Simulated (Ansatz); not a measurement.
# ZrC (P6_3/mmc) in Ansatz: a series of runs

The runs below take ZrC through single point, equation of state, with LDA.

All numbers are computed with Ansatz 0.2.0; they aren't measurements. Logs are shortened: lines on timing, memory, paths and dates and some standing lists are left out, and cuts for length are marked.

### 1 The crystal as given

Symmetry: P6_3/mmc, No. 194, hexagonal system. The conventional cell has a = 3.391 Å, b = 3.391 Å, c = 5.290 Å, α = 90.00°, β = 90.00°, γ = 120.00°. Around Zr (site symmetry -6m2) lie 6 C at 2.36 Å. C (site symmetry -3m) has 6 Zr at 2.36 Å and 2 C at 2.65 Å as nearest neighbours.

The cell comes from a database or a generator and needn't be the stable form of this composition.

### 2 Single point, LDA, 12.38 Å³/atom (volume scaled by 0.94)

Contents of input.yaml:

```yaml
crystal:
  lattice:
    - [3.3222430439, 0.0, 0.0]
    - [-1.6611215219, 2.8771468735, 0.0]
    - [0.0, 0.0, 5.1820624332]
  atoms:
    - { symbol: Zr, position: [0.6666666667, 0.3333333333, 0.75] }
    - { symbol: Zr, position: [0.3333333333, 0.6666666667, 0.25] }
    - { symbol: C, position: [0.0, 0.0, 0.5] }
    - { symbol: C, position: [0.0, 0.0, 0.0] }
kpoints:
  mp_grid: { grid: [9, 9, 5] }
scf:
  occupations: { method: fermi_dirac, width: 0.05 }
hamiltonian:
  xc: lda
  pseudopotentials: { kind: all_electron, lapw: { basis_error: 0.002 } }
output:
  forces: true
  stress: true
  eigenvalues: true
```

Potentials or basis: all-electron LAPW, scalar-relativistic.

Command:

```bash
$ ansatz run input.yaml --threads 2 --pin off --max-ram 8192MiB --backend cpu --events-out ev --progress --plain --runs-dir out
```

Standard output:

```text
Warning: RAYON_NUM_THREADS=2 ignored (pool sized by the plan → 2); use --threads N
LAPW: plane waves up to 7.989 Å⁻¹, error target 2.0e-3 eV per atom; small_component_spin mean_spin; C in spheres of 1.026 Å, 6 of its electrons in bands, Dirac shells []; Zr in spheres of 1.289 Å, 30 of its electrons in bands, Dirac shells [] (how accurate: hamiltonian.pseudopotentials.lapw.basis_error, Limitations)
Engine: ansatz 0.2.0, aarch64-unknown-linux-gnu
Pseudopotentials: kind: all_electron
Pseudopotential: Zr, LAPW, valence charge 30, lapw/all_electron/scalar/gaussian/Zr, Koelling and Harmon's equation, gaussian nucleus
Pseudopotential: C, LAPW, valence charge 6, lapw/all_electron/scalar/gaussian/C, Koelling and Harmon's equation, gaussian nucleus
Functional definition: SPW92
  exchange = slater_x
  correlation = pw_c
Crystal: 4 atoms, lattice volume = 49.533 Å³
Basis set: ecut = 243.1937523315744 eV, 439 PW (Γ), exchange–correlation at level 2
Bands: 44, of which v1, the nominal top of the filled ones, is band 36 counted from 1 (35 counted from 0)
Symmetry: 24 space group operations
Space group: P63/mmc (ITA 194), of the structure as read, at distance tolerance 3.7e-5 Å
k-points: 36 of 405
Non-local potential: Zr, projectors of the file, none
Non-local potential: C, projectors of the file, none
Initial density: superposition of atomic densities (chi_scale 0.1, normalization cell, long waves kept (reshape's long-wave potential 0.00 eV rms))
Initial wavefunctions: plane waves of lowest kinetic energy (no species holds an atomic orbital)
Functional: x = slater, c = lda
iter 1 solved again at ethr=1.59e-2 eV; its pass at ethr=1.00e-1 eV (dr2=1.14e1 eV) is discarded
SCF iter   1: F=—  HF=-197706.319704 eV  |F-HF|=—  |Δ(HF+E_count)|=         —  Δρ=1.23e-1  dr2=1.14e1  ethr=1.59e-2  ⟨swp⟩=2.0  Hψ=10236  notcnv=0
preconditioner: auto → Kerker (q_TF=auto, 2.904 Å⁻¹)  [metal: Δε(μ)=0.049 eV  Ē_g=18.353 eV  σ=0.050 eV  W_gap=0.24  n_scr=22 (ndim 8)  ℏωp=27.9 eV  f_vac=0.000  D(μ)=1.00/eV (n_scr^D=2)]
iter 2 solved again at ethr=2.42e-4 eV; its pass at ethr=1.59e-2 eV (dr2=1.74e-1 eV) is discarded
SCF iter   2: F=—  HF=-197702.903848 eV  |F-HF|=—  |Δ(HF+E_count)|=    3.42e0  Δρ=2.14e-2  dr2=1.74e-1  ethr=2.42e-4  ⟨swp⟩=2.1  Hψ=7910  notcnv=0
SCF iter   3: F=—  HF=-197702.818880 eV  |F-HF|=—  |Δ(HF+E_count)|=         —  Δρ=2.51e-2  dr2=4.89e-1  ethr=2.41e-4  ⟨swp⟩=2.9  Hψ=5193  notcnv=0
the basis was enlarged: its passes take 74.0 KiB over the memory plan, 2 of 2 planned eigensolver slots
SCF iter   4: F=—  HF=-197702.724886 eV  |F-HF|=—  |Δ(HF+E_count)|=   9.40e-2  Δρ=3.26e-3  dr2=4.78e-3  ethr=2.41e-4  ⟨swp⟩=2.2  Hψ=4956  notcnv=0
SCF iter   5: F=—  HF=-197702.719721 eV  |F-HF|=—  |Δ(HF+E_count)|=   5.16e-3  Δρ=1.51e-3  dr2=6.31e-4  ethr=6.64e-6  ⟨swp⟩=2.3  Hψ=4873  notcnv=0
SCF iter   6: F=—  HF=-197702.719454 eV  |F-HF|=—  |Δ(HF+E_count)|=   2.67e-4  Δρ=4.86e-4  dr2=1.06e-4  ethr=8.76e-7  ⟨swp⟩=2.0  Hψ=4862  notcnv=0
SCF iter   7: F=—  HF=-197702.719430 eV  |F-HF|=—  |Δ(HF+E_count)|=   2.33e-5  Δρ=2.17e-4  dr2=2.49e-5  ethr=1.47e-7  ⟨swp⟩=2.0  Hψ=4862  notcnv=0
SCF iter   8: F=—  HF=-197702.719427 eV  |F-HF|=—  |Δ(HF+E_count)|=   3.93e-6  Δρ=5.16e-5  dr2=1.74e-6  ethr=3.46e-8  ⟨swp⟩=2.0  Hψ=4862  notcnv=0
SCF iter   9: F=—  HF=-197702.719426 eV  |F-HF|=—  |Δ(HF+E_count)|=   5.35e-7  Δρ=1.57e-5  dr2=1.66e-7  ethr=2.41e-9  ⟨swp⟩=2.1  Hψ=4866  notcnv=0
SCF iter  10: F=-197702.719426 eV  HF=-197702.719426 eV  |F-HF|=7.92e-9  |Δ(HF+E_count)|=   3.27e-8  Δρ=3.83e-6  dr2=1.07e-8  ethr=2.31e-10  ⟨swp⟩=2.0  Hψ=4862  notcnv=0
SCF 1 converged in 10 iterations: F = -197702.719426 eV  dr2 = 1.07e-8
SCF converged after 10 iterations
Free energy (F): -197702.719426 eV
Harris-Foulkes:  -197702.719426 eV  (|F-HF|=7.92e-9)
Internal energy: -197702.712924 eV  (E = F + TS)
E sigma→0 (E₀):  -197702.716175 eV
Entropy (-TS):   -0.006502 eV (-1.626 meV/atom)
Fermi energy:    17.391784 eV
--- Per-component energies (eV) ---
  E_band       = -9038.090500
  E_kinetic    = 204069.148124
  E_xc         = -6286.973141
  E_electrostatic = -395484.887908  (all electrons and nuclei)
  E_smearing   = -0.006502  (= −TS)
  E_closure    = 0.000000  (closes the sum)
  E_atoms      = -197663.190251  (free atoms, spherical and without spin; not in F)
  Σ components = -197702.719426   (vs F -197702.719426, Δ=0.00e0)
  Basis errors (estimates in eV, not in F): energy 7.7e-4 per atom: plane waves 6.8e-4 (3.9e-4 summed), levels above the bands 8.1e-52, relativity 6.7e-9, radial functions 8.4e-5, core shells 3.1e-11; eigenvalues (radial functions only) 5.9e-6; not estimated: angular momenta, meshes, grids; target (lapw.basis_error) 2.0e-3; muffin-tin radii C 1.026 Å, Zr 1.289 Å
--- Forces (eV/Å), atoms counted from 1 ---
  atom   1  Zr    -0.00000000    -0.00000000     0.00000000
  atom   2  Zr     0.00000000     0.00000000     0.00000000
  atom   3  C     -0.00000000     0.00000000     0.00000000
  atom   4  C      0.00000000     0.00000000     0.00000000
  max |Σ_I F_I| component: 3.70e-17 eV/Å
--- Stress (GPa, compression-positive) ---
        1.551089       0.000000       0.000000
        0.000000       1.551089       0.000000
        0.000000       0.000000       3.223423
  P = ⅓ Tr σ = 2.1085 GPa (21.085 kbar)
--- Band table (eV; the first three rows and the last of 36) ---
  k-point 0: bands = ["-379.1083", "-379.1083", "-292.7036", "-292.7036", "-292.7036", "-292.7036", "-292.6994", "-292.6994", "-244.7636", "-244.7636", "-150.5209", "-150.5209", "-150.5207", "-150.5207", "-150.5207", "-150.5207", "-150.5133", "-150.5133", "-150.5133", "-150.5133", "-30.5584", "-30.4071", "-9.3218", "-8.4432", "-8.4432", "-8.3243", "-8.3243", "-8.2171", "5.5519", "9.6476", "11.2686", "14.4560", "14.4560", "16.2518", "16.2518", "18.3667", "18.6900", "18.6900", "19.1380", "19.1380", "19.8614", "20.7728", "22.2096", "25.3245"]
  k-point 1: bands = ["-379.1083", "-379.1083", "-292.7036", "-292.7036", "-292.7036", "-292.7036", "-292.6994", "-292.6994", "-244.7636", "-244.7636", "-150.5209", "-150.5209", "-150.5207", "-150.5207", "-150.5207", "-150.5207", "-150.5133", "-150.5133", "-150.5133", "-150.5133", "-30.5442", "-30.4218", "-9.2249", "-8.4318", "-8.4318", "-8.3357", "-8.3357", "-8.3326", "5.8145", "8.8098", "12.2133", "14.4871", "14.4871", "15.7730", "15.7730", "17.3146", "19.4683", "19.4683", "19.5527", "19.5527", "20.3956", "21.0056", "22.5155", "24.6959"]
  k-point 2: bands = ["-379.1083", "-379.1083", "-292.7036", "-292.7036", "-292.7036", "-292.7036", "-292.6994", "-292.6994", "-244.7636", "-244.7636", "-150.5209", "-150.5209", "-150.5207", "-150.5207", "-150.5207", "-150.5207", "-150.5133", "-150.5133", "-150.5133", "-150.5133", "-30.5067", "-30.4600", "-8.9635", "-8.6236", "-8.4022", "-8.4022", "-8.3654", "-8.3654", "6.5431", "7.5990", "13.7855", "14.6615", "14.6615", "15.0949", "15.0949", "15.5433", "20.6018", "20.6018", "20.8322", "20.8322", "21.3309", "21.5254", "22.6681", "23.0623"]
  k-point 35: bands = ["-379.1083", "-379.1083", "-292.7036", "-292.7036", "-292.7036", "-292.7036", "-292.6994", "-292.6994", "-244.7636", "-244.7636", "-150.5209", "-150.5209", "-150.5207", "-150.5207", "-150.5207", "-150.5207", "-150.5133", "-150.5133", "-150.5133", "-150.5133", "-30.4011", "-30.4011", "-9.0388", "-9.0388", "-8.9930", "-8.8573", "-8.3926", "-8.3926", "7.9308", "7.9883", "12.8537", "12.8537", "14.5466", "15.6350", "15.6350", "15.8096", "19.1361", "19.1361", "20.7508", "20.7508", "24.0182", "24.2001", "24.6732", "24.6732"]
```

Wall time 11 s (2 threads of Arm Neoverse V1, shared host); peak memory 0.36 GiB.

What came out:

| Property | Result |
| --- | --- |
| Free energy | -197702.7194 eV |
| Pressure | 2.1 GPa |
| Band gap on the k mesh | none (metal or under the smearing width) |

### 3 Single point, LDA, 12.65 Å³/atom (volume scaled by 0.96)

Changes to input.yaml since step 2:

```diff
@@ -2,5 +2,5 @@
   lattice:
-    - [3.3222430439, 0.0, 0.0]
-    - [-1.6611215219, 2.8771468735, 0.0]
-    - [0.0, 0.0, 5.1820624332]
+    - [3.3456398925, 0.0, 0.0]
+    - [-1.6728199463, 2.8974091388, 0.0]
+    - [0.0, 0.0, 5.218557033]
   atoms:
```

Potentials or basis: all-electron LAPW, scalar-relativistic.

Command:

```bash
$ ansatz run input.yaml --threads 2 --pin off --max-ram 8192MiB --backend cpu --events-out ev --progress --plain --runs-dir out
```

Run time: 12 s. Hardware: 2 threads of Arm Neoverse V1, shared host; peak memory 0.36 GiB.

The run converged. Its results:

- Free energy: -197702.7162 eV
- Pressure: -3.0 GPa
- Band gap on the k mesh: none (metal or under the smearing width)

### 4 Single point, LDA, 12.91 Å³/atom (volume scaled by 0.98)

Changes to input.yaml since step 3:

```diff
@@ -2,5 +2,5 @@
   lattice:
-    - [3.3456398925, 0.0, 0.0]
-    - [-1.6728199463, 2.8974091388, 0.0]
-    - [0.0, 0.0, 5.218557033]
+    - [3.3687140002, 0.0, 0.0]
+    - [-1.6843570001, 2.9173919023, 0.0]
+    - [0.0, 0.0, 5.2545482188]
   atoms:
```

Command:

```bash
$ ansatz run input.yaml --threads 2 --pin off --max-ram 8192MiB --backend cpu --events-out ev --progress --plain --runs-dir out
```

Run time: 11 s. Hardware: 2 threads of Arm Neoverse V1, shared host; peak memory 0.36 GiB.

Results (log left out):

| Property | Result |
| --- | --- |
| Free energy | -197702.6812 eV |
| Pressure | -7.6 GPa |
| Band gap on the k mesh | none (metal or under the smearing width) |

### 5 Single point, LDA, 13.17 Å³/atom

Changes to input.yaml since step 4:

```diff
@@ -2,5 +2,5 @@
   lattice:
-    - [3.3687140002, 0.0, 0.0]
-    - [-1.6843570001, 2.9173919023, 0.0]
-    - [0.0, 0.0, 5.2545482188]
+    - [3.3914762718, 0.0, 0.0]
+    - [-1.6957381359, 2.9371046077, 0.0]
+    - [0.0, 0.0, 5.290053]
   atoms:
```

Command:

```bash
$ ansatz run input.yaml --threads 2 --pin off --max-ram 8192MiB --backend cpu --events-out ev --progress --plain --runs-dir out
```

It took 13 s on 2 threads of Arm Neoverse V1, shared host; peak memory 0.34 GiB.

The run converged. Its results:

| Property | Result |
| --- | --- |
| Free energy | -197702.6176 eV |
| Pressure | -11.7 GPa |
| Band gap on the k mesh | none (metal or under the smearing width) |

### 6 Single point, LDA, 13.44 Å³/atom (volume scaled by 1.02)

Changes to input.yaml since step 5:

```diff
@@ -2,5 +2,5 @@
   lattice:
-    - [3.3914762718, 0.0, 0.0]
-    - [-1.6957381359, 2.9371046077, 0.0]
-    - [0.0, 0.0, 5.290053]
+    - [3.4139370341, 0.0, 0.0]
+    - [-1.7069685171, 2.9565561985, 0.0]
+    - [0.0, 0.0, 5.3250874846]
   atoms:
```

Potentials or basis: all-electron LAPW, scalar-relativistic.

Command:

```bash
$ ansatz run input.yaml --threads 2 --pin off --max-ram 8192MiB --backend cpu --events-out ev --progress --plain --runs-dir out
```

It took 12 s on 2 threads of Arm Neoverse V1, shared host; peak memory 0.34 GiB.

It converged, with:

```yaml
Free_energy: -197702.5282 eV
Pressure: -15.4 GPa
Band_gap_on_the_k_mesh: none (metal or under the smearing width)
```

### 7 Single point, LDA, 13.70 Å³/atom (volume scaled by 1.04)

Changes to input.yaml since step 6:

```diff
@@ -2,5 +2,5 @@
   lattice:
-    - [3.4139370341, 0.0, 0.0]
-    - [-1.7069685171, 2.9565561985, 0.0]
-    - [0.0, 0.0, 5.3250874846]
+    - [3.4361060776, 0.0, 0.0]
+    - [-1.7180530388, 2.9757551533, 0.0]
+    - [0.0, 0.0, 5.3596669437]
   atoms:
```

Command:

```bash
$ ansatz run input.yaml --threads 2 --pin off --max-ram 8192MiB --backend cpu --events-out ev --progress --plain --runs-dir out
```

Wall time 12 s (2 threads of Arm Neoverse V1, shared host); peak memory 0.34 GiB.

The run converged. Its results:

```
Free energy            : -197702.4159 eV
Pressure               : -18.7 GPa
Band gap on the k mesh : none (metal or under the smearing width)
```

### 8 Single point, LDA, 13.96 Å³/atom (volume scaled by 1.06)

Changes to input.yaml since step 7:

```diff
@@ -2,5 +2,5 @@
   lattice:
-    - [3.4361060776, 0.0, 0.0]
-    - [-1.7180530388, 2.9757551533, 0.0]
-    - [0.0, 0.0, 5.3596669437]
+    - [3.4579926937, 0.0, 0.0]
+    - [-1.7289963468, 2.9947095188, 0.0]
+    - [0.0, 0.0, 5.3938058701]
   atoms:
```

Command:

```bash
$ ansatz run input.yaml --threads 2 --pin off --max-ram 8192MiB --backend cpu --events-out ev --progress --plain --runs-dir out
```

Run time: 11 s. Hardware: 2 threads of Arm Neoverse V1, shared host; peak memory 0.34 GiB.

Results (log left out):

| Item | Value |
| --- | --- |
| Free energy | -197702.2828 eV |
| Pressure | -21.7 GPa |
| Band gap on the k mesh | none (metal or under the smearing width) |

### 9 Equation of state, LDA

Potentials or basis: all-electron LAPW, scalar-relativistic.

No new run: the results of the series are fitted here.

Results:

```
Equilibrium volume                        : 12.49 Å³/atom
Bulk modulus at fixed shape and positions : 245 GPa
Pressure derivative of the bulk modulus   : 4.1
```

Energy against volume, from the lowest point:
```tsv
volume (Å³/atom)	energy (meV/atom)
12.383	0.00
12.647	0.80
12.910	9.56
13.174	25.47
13.437	47.80
13.701	75.89
13.964	109.15
```

Caveat: the cell was scaled at fixed shape and fractional positions, which overstates the stiffness of a crystal with free parameters, most of all of layers and chains.
